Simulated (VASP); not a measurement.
# BAs (F-43m) in VASP: settings compared

Aim: see how the results for BAs move with the level of theory and the settings. Levels: HSEsol, PBE, LDA, r2SCAN, TB-mBJ. Tasks: band structure.

Everything below comes from runs of VASP 6.6.1. Logs are shortened: lines on timing, memory, paths and dates and some standing lists are left out, and cuts for length are marked.

## 1. The crystal as given

The structure is cubic, space group F-43m (No. 216). The conventional cell has a = 4.777 Å, b = 4.777 Å, c = 4.777 Å, α = 90.00°, β = 90.00°, γ = 90.00°. Around As (site symmetry -43m) lie 4 B at 2.07 Å. Around B (site symmetry -43m) lie 4 As at 2.07 Å.

## 2. Band structure, HSEsol

POSCAR

```
BAs
1.0
    0.0000000000      2.3885000000      2.3885000000
    2.3885000000      0.0000000000      2.3885000000
    2.3885000000      2.3885000000      0.0000000000
As B
1 1
Direct
    0.7500000000      0.7500000000      0.7500000000
    0.0000000000      0.0000000000      0.0000000000
```

INCAR.step1

```
SYSTEM = BAs
  ALGO = Normal
  EDIFF = 1E-5
  ENCUT = 520
  GGA = PE
  ISIF = 2
  ISMEAR = -1
  LASPH = .True.
  LCHARG = .False.
  LREAL = .False.
  LWAVE = .True.
  NBANDS = 11
  NELM = 60
  PREC = Accurate
  SIGMA = 0.05
```

INCAR.step2

```
SYSTEM = BAs
  ALGO = Normal
  EDIFF = 1E-7
  ENCUT = 520
  GGA = PS
  HFSCREEN = 0.2
  ISIF = 2
  ISMEAR = -1
  ISTART = 1
  LASPH = .True.
  LCHARG = .False.
  LHFCALC = .True.
  LREAL = .False.
  LWAVE = .False.
  NBANDS = 11
  NELM = 60
  PREC = Accurate
  PRECFOCK = Normal
  SIGMA = 0.05
```

KPOINTS

```
k-points
0
Gamma
  5 5 5
  0 0 0
```

KPOINTS_OPT

```
path GXWKGLUWLK,UX
8
line-mode
reciprocal
 0.0000000000  0.0000000000  0.0000000000  G
 0.5000000000  0.0000000000  0.5000000000  X

 0.5000000000  0.0000000000  0.5000000000  X
 0.5000000000  0.2500000000  0.7500000000  W

 0.5000000000  0.2500000000  0.7500000000  W
 0.3750000000  0.3750000000  0.7500000000  K

 0.3750000000  0.3750000000  0.7500000000  K
 0.0000000000  0.0000000000  0.0000000000  G

 0.0000000000  0.0000000000  0.0000000000  G
 0.5000000000  0.5000000000  0.5000000000  L

 0.5000000000  0.5000000000  0.5000000000  L
 0.6250000000  0.2500000000  0.6250000000  U

 0.6250000000  0.2500000000  0.6250000000  U
 0.5000000000  0.2500000000  0.7500000000  W

 0.5000000000  0.2500000000  0.7500000000  W
 0.5000000000  0.5000000000  0.5000000000  L

 0.5000000000  0.5000000000  0.5000000000  L
 0.3750000000  0.3750000000  0.7500000000  K

 0.6250000000  0.2500000000  0.6250000000  U
 0.5000000000  0.0000000000  0.5000000000  X
```

Potentials or basis: VASP PAW PBE potentials, release 64 (As, B).

Run with:

```sh
$ cat potpaw_PBE.64/As/POTCAR potpaw_PBE.64/B/POTCAR > POTCAR
$ cp INCAR.step1 INCAR
$ mpirun -np 1 vasp_std > vasp.out
$ cp INCAR.step2 INCAR
$ mpirun -np 1 vasp_std > vasp.out
```

OUTCAR:

```text
SYSTEM = BAs
   EDIFF = 1E-7
   ENCUT = 520
   GGA = PS
   HFSCREEN = 0.2
   ISIF = 2
   ISMEAR = -1
   ISTART = 1
   LASPH = .True.
   LHFCALC = .True.
   LREAL = .False.
   NELM = 60
   PREC = Accurate
   PRECFOCK = Normal

 ion  position               nearest neighbor table
   1  0.750  0.750  0.750-   2 2.07   2 2.07   2 2.07   2 2.07
   2  0.000  0.000  0.000-   1 2.07   1 2.07   1 2.07   1 2.07

  LATTYP: Found a face centered cubic cell.
 ALAT       =     4.7770000000

  Lattice vectors:

 A1 = (   0.0000000000,   2.3885000000,   2.3885000000)
 A2 = (   2.3885000000,   0.0000000000,   2.3885000000)
 A3 = (   2.3885000000,   2.3885000000,   0.0000000000)

Analysis of symmetry for initial positions (statically):
=====================================================================
 Subroutine PRICEL returns:
 Original cell was already a primitive cell.

 Routine SETGRP: Setting up the symmetry group for a
 face centered cubic supercell.

 Subroutine GETGRP returns: Found 24 space group operations
 (whereof 24 operations were pure point group operations)
 out of a pool of 48 trial point group operations.

The static configuration has the point symmetry T_d .

Analysis of symmetry for dynamics (positions and initial velocities):
=====================================================================
 Subroutine PRICEL returns:
 Original cell was already a primitive cell.

 Routine SETGRP: Setting up the symmetry group for a
 face centered cubic supercell.

 Subroutine GETGRP returns: Found 24 space group operations
 (whereof 24 operations were pure point group operations)
 out of a pool of 48 trial point group operations.

The dynamic configuration has the point symmetry T_d .

 Subroutine INISYM returns: Found 24 space group operations
 (whereof 24 operations are pure point group operations),
 and found     1 'primitive' translations

----------------------------------------------------------------------------------------

                                     Primitive cell

  volume of cell :      27.2525

  direct lattice vectors                    reciprocal lattice vectors
     0.000000000  2.388500000  2.388500000    -0.209336404  0.209336404  0.209336404
     2.388500000  0.000000000  2.388500000     0.209336404 -0.209336404  0.209336404
     2.388500000  2.388500000  0.000000000     0.209336404  0.209336404 -0.209336404

  length of vectors
     3.377849094  3.377849094  3.377849094     0.362581287  0.362581287  0.362581287

  position of ions in fractional coordinates (direct lattice)
     0.750000000  0.750000000  0.750000000
     0.000000000  0.000000000  0.000000000

  ion indices of the primitive-cell ions
   primitive index   ion index
                 1           1
                 2           2

----------------------------------------------------------------------------------------

 KPOINTS: k-points

Automatic generation of k-mesh.
 Grid dimensions read from file:
 generate k-points for:    5    5    5

 Generating k-lattice:

  Cartesian coordinates                     Fractional coordinates (reciprocal lattice)
    -0.041867281  0.041867281  0.041867281     0.200000000  0.000000000  0.000000000
     0.041867281 -0.041867281  0.041867281     0.000000000  0.200000000  0.000000000
     0.041867281  0.041867281 -0.041867281     0.000000000  0.000000000  0.200000000

  Length of vectors
     0.072516257  0.072516257  0.072516257

  Shift w.r.t. Gamma in fractional coordinates (k-lattice)
     0.000000000  0.000000000  0.000000000

 Subroutine IBZKPT returns following result:
 ===========================================

 Found     10 irreducible k-points:

 Following reciprocal coordinates:
            Coordinates               Weight
  0.000000  0.000000  0.000000      1.000000
  0.200000  0.000000  0.000000      8.000000
  0.400000  0.000000  0.000000      8.000000
  0.200000  0.200000  0.000000      6.000000
  0.400000  0.200000  0.000000     24.000000
 -0.400000  0.200000  0.000000     24.000000
 -0.200000  0.200000  0.000000     12.000000
  0.400000  0.400000  0.000000      6.000000
 -0.400000  0.400000  0.000000     12.000000
 -0.400000  0.400000  0.200000     24.000000
   k-points           NKPTS =     10   k-points in BZ     NKDIM =    125   number of bands    NBANDS=     11
   number of dos      NEDOS =    301   number of ions     NIONS =      2
   total plane-waves  NPLWV =  21952
   dimension x,y,z NGX =    28 NGY =   28 NGZ =   28
   dimension x,y,z NGXF=    56 NGYF=   56 NGZF=   56
   ions per type =               1   1
   NGX,Y,Z   is equivalent  to a cutoff of  13.78, 13.78, 13.78 a.u.
   NGXF,Y,Z  is equivalent  to a cutoff of  27.56, 27.56, 27.56 a.u.
 SYSTEM =  BAs
   PREC   = accura    normal or accurate (medium, high low for compatibility)
   ISTART =      1    job   : 0-new  1-cont  2-samecut
   ICHARG =      0    charge: 1-file 2-atom 10-const
   ISPIN  =      1    spin polarized calculation?
   LNONCOLLINEAR =      F non collinear calculations
   LSORBIT =      F    spin-orbit coupling
   LASPH  =      T    aspherical Exc in radial PAW
   ENCUT  =  520.0 eV  38.22 Ry    6.18 a.u.   6.28  6.28  6.28*2*pi/ulx,y,z
   NELM   =     60;   NELMIN=  2; NELMDL=  0     # of ELM steps
   EDIFF  = 0.1E-06   stopping-criterion for ELM
   LREAL  =      F    real-space projection
   EDIFFG = 0.1E-05   stopping-criterion for IOM
   NSW    =      0    number of steps for IOM
   IBRION =     -1    ionic relax: 0-MD 1-quasi-New 2-CG
   NFREE  =      0    steps in history (QN), initial steepest desc. (CG)
   ISIF   =      2    stress and relaxation
   ISYM   =      3    0-nonsym 1-usesym 2-fastsym
   POTIM  = 0.5000    time-step for ionic-motion
   TEBEG  =    0.0;   TEEND  =   0.0 temperature during run
   PSTRESS=    0.0 pullay stress
   NELECT =       8.0000    total number of electrons
   NUPDOWN=      -1.0000    fix difference up-down
   EMIN   =  10.00;   EMAX   =-10.00  energy-range for DOS
   EFERMI =   0.00;   METHOD = LEGACY
   ISMEAR =    -1;   SIGMA  =   0.05  broadening in eV -4-tet -1-fermi 0-gaus
   EFERMI_NEDOS =   21; number of points for ismear=-14 and -15
   IALGO  =     38    algorithm
   IMIX   =      1    mixing-type and parameters
     AMIX     =   0.40;   BMIX     =  1.00
     AMIX_MAG =   1.60;   BMIX_MAG =  1.00
  volume/ion in A,a.u.               =      13.63        91.95
  Fermi-wavevector in a.u.,A,eV,Ry     =   1.088018  2.056057 16.106360  1.183784
  Thomas-Fermi vector in A             =   2.224191
   LORBIT       =      0    0 simple, 1 ext, 2 COOP (PROOUT), +10 PAW based schemes
   GGA     = PS    functional components
   LHFCALC =     T    Hartree Fock is set to
   PRECFOCK=normal    Normal, Fast or Accurate (Low or Medium for compatibility)
   ENCUT4O =  -1.0   cutoff for four orbital integrals eV
   NKREDX  =     1    reduce k-point grid by
   NKREDY  =     1    reduce k-point grid by
   NKREDZ  =     1    reduce k-point grid by
   AEXX    =    0.2500 exact exchange contribution
   HFSCREEN=    0.2000 screening length (either q_TF or 0.3 A-1)
   HFSCREENC=   0.2000 screening length for correlation (either q_TF or 0.3 A-1)
   ENCUTFOCK=  -1.0 apply spherical cutoff to Coloumb kernel
   IVDW    =     0    specifies the selected vdW correction
   LEPSILON=     F    determine dielectric tensor
   LRPA    =     F    only Hartree local field effects (RPA)
 non-spin polarized calculation
  energy-cutoff  :      520.00
  volume of cell :       27.25
 maximum number of plane-waves:       745
 NGX is ok and might be reduce to    28
  NGX = 20; NGY = 20; NGZ = 20

 number of electron       8.0000000 magnetization

 Free energy of the ion-electron system (eV)
  ---------------------------------------------------
  ext. energy  EPLUGINS =         0.00000000
  ---------------------------------------------------
  free energy    TOTEN  =       -13.76648729 eV

  energy without entropy =      -13.76648729  energy(sigma->0) =      -13.76648729

 E-fermi :   6.5329     XC(G=0):  -8.8268

 val. band max:        5.6471676085   @ k =   0.0000   0.0000   0.0000
 cond. band min:       7.4510277811   @ k =   0.4000   0.4000   0.0000
 fundamental gap:      1.8038601725
 Fermi energy:         6.5329363506

 k-point     1 :       0.0000    0.0000    0.0000
  band No.  band energies     occupation
      1     -11.3322      2.00000
      2       5.6472      2.00000
      3       5.6472      2.00000
      4       5.6472      2.00000
      5       9.7622      0.00000
      6       9.7622      0.00000
      7       9.7622      0.00000
      8      11.5398      0.00000
      9      16.1474      0.00000
     10      19.7297      0.00000
     11      19.7297      0.00000

 k-point     2 :       0.2000    0.0000    0.0000
  band No.  band energies     occupation
      1     -10.6159      2.00000
      2       1.5588      2.00000
      3       4.7084      2.00000
      4       4.7084      2.00000
      5       9.7492      0.00000
      6      10.9595      0.00000
      7      10.9595      0.00000
      8      14.0696      0.00000
      9      17.8341      0.00000
     10      17.8341      0.00000
     11      17.8923      0.00000

 k-point     3 :       0.4000    0.0000    0.0000
  band No.  band energies     occupation
      1      -8.7411      2.00000
      2      -3.1008      2.00000
      3       3.7791      2.00000
      4       3.7791      2.00000
      5       9.2758      0.00000
      6      11.3863      0.00000
      7      11.3863      0.00000
      8      15.6313      0.00000
      9      18.9142      0.00000
     10      20.0024      0.00000
     11      20.0024      0.00000
[... 71 lines left out ...]
 k-point     9 :      -0.4000    0.4000    0.0000
  band No.  band energies     occupation
      1      -6.6112      2.00000
      2      -3.5416      2.00000
      3      -0.5090      2.00000
      4       1.5950      2.00000
      5       8.1425      0.00000
      6      10.9006      0.00000
      7      16.9158      0.00000
      8      17.2518      0.00000
      9      18.2671      0.00000
     10      21.0411      0.00000
     11      23.8920      0.00000

 k-point    10 :      -0.4000    0.4000    0.2000
  band No.  band energies     occupation
      1      -7.1909      2.00000
      2      -2.8011      2.00000
      3      -0.3344      2.00000
      4       1.1088      2.00000
      5      10.9579      0.00000
      6      11.8765      0.00000
      7      12.8008      0.00000
      8      16.6840      0.00000
      9      18.0280      0.00000
     10      21.1459      0.00000
     11      23.7715      0.00000

------------------------ aborting loop because EDIFF is reached ----------------------------------------

  FORCE on cell =-STRESS in cart. coord.  units (eV):
  Direction    XX          YY          ZZ          XY          YZ          ZX
  --------------------------------------------------------------------------------------
  -------------------------------------------------------------------------------------
  Total       -0.4378301     -0.4378301     -0.4378301      0.0000000      0.0000000     -0.0000000
  in kB      -25.7401123    -25.7401123    -25.7401123      0.0000000      0.0000000     -0.0000000
  external PRESSURE =     -25.7401123 kB  Pullay stress =       0.0000000 kB

 VOLUME and BASIS-vectors are now :
 -----------------------------------------------------------------------------
  energy-cutoff  :      520.00
  volume of cell :       27.25
      direct lattice vectors                 reciprocal lattice vectors
     0.000000000  2.388500000  2.388500000    -0.209336404  0.209336404  0.209336404
     2.388500000  0.000000000  2.388500000     0.209336404 -0.209336404  0.209336404
     2.388500000  2.388500000  0.000000000     0.209336404  0.209336404 -0.209336404

 POSITION                                       TOTAL-FORCE (eV/Angst)
 -----------------------------------------------------------------------------------
      3.58275      3.58275      3.58275        -0.000000     -0.000000     -0.000000
      0.00000      0.00000      0.00000         0.000000      0.000000      0.000000
 -----------------------------------------------------------------------------------
    total drift:                                0.000000      0.000000      0.000000

  FREE ENERGIE OF THE ION-ELECTRON SYSTEM (eV)
  ---------------------------------------------------
  free  energy   TOTEN  =       -13.7664872882 eV

  energy  without entropy=      -13.7664872863  energy(sigma->0) =      -13.76648729
```

Run time: 21 min. Hardware: 1 thread of Intel Xeon Platinum 8488C (Sapphire Rapids), shared host; peak memory 0.27 GiB.

What came out:

- Free energy: -13.7665 eV
- Pressure: -2.6 GPa
- Band gap on the k mesh: 1.80 eV, indirect (least direct gap 4.12 eV)
- Band gap along the path: 1.82 eV, indirect (least direct gap 4.12 eV)

Levels at the corners of the path, in eV from the valence-band top:
| point | band 1 | band 2 | band 3 | band 4 | band 5 | band 6 | band 7 | band 8 |
| --- | --- | --- | --- | --- | --- | --- | --- | --- |
| Γ | -16.98 | 0.00 | 0.00 | 0.00 | 4.12 | 4.12 | 4.12 | 5.89 |
| X | -12.29 | -9.47 | -4.48 | -4.48 | 2.06 | 2.09 | 12.94 | 12.94 |
| X | -12.29 | -9.47 | -4.48 | -4.48 | 2.06 | 2.09 | 12.94 | 12.94 |
| W | -12.10 | -8.97 | -6.00 | -5.68 | 6.15 | 7.16 | 7.62 | 8.17 |
| W | -12.10 | -8.97 | -6.00 | -5.68 | 6.15 | 7.16 | 7.62 | 8.17 |
| K | -12.34 | -9.05 | -6.52 | -3.82 | 2.73 | 6.53 | 10.58 | 11.13 |
| K | -12.34 | -9.05 | -6.52 | -3.82 | 2.73 | 6.53 | 10.58 | 11.13 |
| Γ | -16.98 | 0.00 | 0.00 | 0.00 | 4.12 | 4.12 | 4.12 | 5.89 |
| Γ | -16.98 | 0.00 | 0.00 | 0.00 | 4.12 | 4.12 | 4.12 | 5.89 |
| L | -13.78 | -9.72 | -1.99 | -1.99 | 3.56 | 5.69 | 5.69 | 9.94 |
| L | -13.78 | -9.72 | -1.99 | -1.99 | 3.56 | 5.69 | 5.69 | 9.94 |
| U | -12.34 | -9.05 | -6.52 | -3.82 | 2.73 | 6.53 | 10.58 | 11.13 |
| U | -12.34 | -9.05 | -6.52 | -3.82 | 2.73 | 6.53 | 10.58 | 11.13 |
| W | -12.10 | -8.97 | -6.00 | -5.68 | 6.15 | 7.16 | 7.62 | 8.17 |
| W | -12.10 | -8.97 | -6.00 | -5.68 | 6.15 | 7.16 | 7.62 | 8.17 |
| L | -13.78 | -9.72 | -1.99 | -1.99 | 3.56 | 5.69 | 5.69 | 9.94 |
| L | -13.78 | -9.72 | -1.99 | -1.99 | 3.56 | 5.69 | 5.69 | 9.94 |
| K | -12.34 | -9.05 | -6.52 | -3.82 | 2.73 | 6.53 | 10.58 | 11.13 |
| U | -12.34 | -9.05 | -6.52 | -3.82 | 2.73 | 6.53 | 10.58 | 11.13 |
| X | -12.29 | -9.47 | -4.48 | -4.48 | 2.06 | 2.09 | 12.94 | 12.94 |

Caveat: the k mesh is coarse (spacing up to 0.46 Å⁻¹), so the values aren't converged, least of all with exact exchange; the PAW data sets were made with another functional, which shifts forces and pressure a little.

(Part 1 of 2 ends here.)
